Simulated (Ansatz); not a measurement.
A distorted cell of CsPbI3 (cubic perovskite):

```
CELL_PARAMETERS angstrom
      6.39047     0.00000     0.00000
      0.00000     6.39047     0.00000
      0.00000     0.00000     6.39047
ATOMIC_POSITIONS crystal
  Cs 0.00000 0.00000 0.00000
  Pb 0.50000 0.50000 0.50000
  I  0.00000 0.50000 0.50000
  I  0.50000 0.50000 0.05007
  I  0.50000 0.00000 0.50000
```

These are PBE (plane waves to 420 eV, PAW, scalar-relativistic; Ansatz, an electronic-structure program) values and carry that method's errors. k mesh 4×4×4 (Γ-centred), Fermi-Dirac smearing 0.05 eV. The energy includes the smearing's −TS. Compression counts positive. On this mesh the relaxed cell isn't quite at rest: it carries a pressure of 0.1 GPa (compression positive) at the zero of the scan. CsPbI3 was relaxed with its symmetry unable to fall. Spin-orbit coupling is left out, though I and Pb are heavy. This is a high-temperature form of CsPbI3.

Problem. What forces act on the atoms (eV/Å, Cartesian)?

Solution. 
| atom | Fx | Fy | Fz |
|---|---|---|---|
| Cs1 | 0.000 | 0.000 | 0.015 |
| Pb2 | 0.000 | 0.000 | 0.706 |
| I3 | 0.000 | 0.000 | 0.089 |
| I4 | 0.000 | 0.000 | -0.900 |
| I5 | 0.000 | 0.000 | 0.089 |

Problem. Give the stress tensor in GPa and the pressure.

Solution. 
```
   0.32     0.00     0.00
   0.00     0.32     0.00
   0.00     0.00     1.33
```
The pressure, a third of the trace, is 0.66 GPa.

Problem. In it atom 4 sits (0.000, 0.000, 0.320) Å away from its relaxed site. What is its energy relative to the relaxed cell?

Solution. 108.7 meV/cell.

(For displaced atoms, the force is minus the slope of the energy, and its curvature is a force constant, which sets phonon frequencies.)
